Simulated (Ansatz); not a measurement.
Runs of Ansatz 0.2.0 on NaH. It takes space group Fm-3m (No. 225, cubic). Conventional cell: a = 4.880 Å, b = 4.880 Å, c = 4.880 Å, α = 90.00°, β = 90.00°, γ = 90.00°. Around Na (site symmetry m-3m) lie 6 H at 2.44 Å. H (site symmetry m-3m) has 6 Na at 2.44 Å as nearest neighbours. 

```csv
task,level,cutoff (eV),points for each segment of the path,pressure (GPa),V0 of scaled cells (Å³/atom),B0 (GPa)
band structure,PBEsol,420,14,(a),-,-
band structure,LDA,420,14,-2.6,-,-
equation of state,PBEsol,420,-,-,13.75,24
equation of state,r2SCAN,500,-,-,13.78,24
```

Alike in all rows: potentials or basis Ansatz PAW; no spin polarisation; cell as given; k mesh 9 × 9 × 9; smearing fermi-dirac 0.05 eV.

Problem. Estimate the missing entries.

Solution. (a) -1.2.

Caveats: the PAW data sets come from PBE, with cores solved anew for the run's functional, which leaves a small shift of forces and pressure (some runs); the PAW data sets were made with another functional, which shifts forces and pressure a little (some runs).

Runs at the PBE level aren't shown here.
